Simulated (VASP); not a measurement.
Write the native input for VASP 6.6.1 that does the following.

- Task: single point
- Functional: PBE
- Dispersion: D3(BJ)
- Potentials or basis: VASP PAW PBE potentials, release 64 (Pt, Se)
- Cutoff: 520 eV
- k mesh: 15 × 15 × 10
- Occupations: gaussian, width 0.1 eV
- Spin: no spin polarisation
- Dipole correction: no
- Further INCAR settings: ALGO = Fast; EDIFF = 1e-06; NBANDS = 18

The structure of PtSe2 lies in POSCAR:

```
PtSe2
1.0
    3.7835921499      0.0000000000      0.0000000000
   -1.8917960750      3.2766869194      0.0000000000
    0.0000000000      0.0000000000      5.0799621744
Pt Se
1 2
Direct
    0.0000000000      0.0000000000      0.0000000000
    0.3333333333      0.6666666667      0.2534251999
    0.6666666667      0.3333333333      0.7465748001
```

These files were run (other wordings do the same):

INCAR

```
SYSTEM = PtSe2
PREC = Accurate ; ENCUT = 520
EDIFF = 1E-6 ; ISMEAR = 0
SIGMA = 0.1 ; LREAL = .False.
LASPH = .True. ; NELM = 100
ALGO = Fast ; ISIF = 2
LWAVE = .False. ; LCHARG = .True.
GGA = PE ; IVDW = 12
LELF = .True. ; LVHAR = .True.
NBANDS = 18
```

KPOINTS

```
Automatic mesh
0
Gamma
  15 15 10
  0 0 0
```

Potentials or basis: VASP PAW PBE potentials, release 64 (Pt, Se).

Launch:

```bash
$ cat potpaw_PBE.64/Pt/POTCAR potpaw_PBE.64/Se/POTCAR > POTCAR
$ mpirun -np 1 vasp_std > vasp.out
```

Results of the run:

```yaml
Pressure: -2.4 GPa
Band_gap_on_the_k_mesh: none (metal or under the smearing width)
Dispersion_energy_per_atom: -0.461 eV
```

Caveat: pairwise dispersion overbinds metals, which lowers pressure and volume.

Wall time 2.8 min on 1 thread of Intel(R) Xeon(R) Platinum 8375C CPU @ 2.90GHz (Ice Lake), with other jobs on the host, peak memory 0.39 GiB.
